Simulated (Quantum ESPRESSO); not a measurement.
**Sr in Quantum ESPRESSO: convergence with density cutoff**

Input of the first run (density cutoff 220 Ry); the others differ in this setting and in those tied to it:

File pw.in:

```
&CONTROL
  calculation = 'scf'
  prefix = 'pwscf'
  outdir = './tmp'
  pseudo_dir = './pseudo'
  tprnfor = .true.
  tstress = .true.
  disk_io = 'nowf'
/
&SYSTEM
  ibrav = 0
  nat = 1
  ntyp = 1
  ecutwfc = 55
  ecutrho = 220
  nbnd = 10
  occupations = 'smearing'
  smearing = 'gaussian'
  degauss = 0.00367493
/
&ELECTRONS
  conv_thr = 2d-10
  electron_maxstep = 120
  mixing_beta = 0.5
/
ATOMIC_SPECIES
Sr    87.6200 Sr_pbe_v1.uspp.F.UPF
CELL_PARAMETERS angstrom
   0.0000000000    3.0423500000    3.0423500000
   3.0423500000    0.0000000000    3.0423500000
   3.0423500000    3.0423500000    0.0000000000
ATOMIC_POSITIONS crystal
Sr     0.0000000000    0.0000000000    0.0000000000
K_POINTS automatic
8 8 8 0 0 0
```

Potentials or basis: SSSP 1.3 efficiency PBE.

Launch:

```sh
$ OMP_NUM_THREADS=1 pw.x -in pw.in > pw.out
```

Hardware: 1 thread of Arm Neoverse V1 (shared host).

| density cutoff | energy less the tightest run, at zero smearing (meV/atom) | SCF cycles | CPU time (s) | peak memory (GiB) |
| --- | --- | --- | --- | --- |
| 220 Ry | -0.10 | 8 | 13 | 0.11 |
| 275 Ry | 0.00 | 8 | 14 | 0.14 |
| 330 Ry | -0.06 | 8 | 15 | 0.17 |
| 385 Ry | -0.01 | 8 | 16 | 0.21 |
| 440 Ry | -0.02 | 8 | 17 | 0.24 |
| 550 Ry | -0.01 | 8 | 20 | 0.33 |
| 660 Ry | 0.00 | 8 | 23 | 0.42 |
| 880 Ry | 0.00 | 8 | 29 | 0.63 |

Against the tightest run, the energy stays within 1 meV/atom from 220 Ry on. The tightest run that finished is the yardstick and may itself not be fully converged.
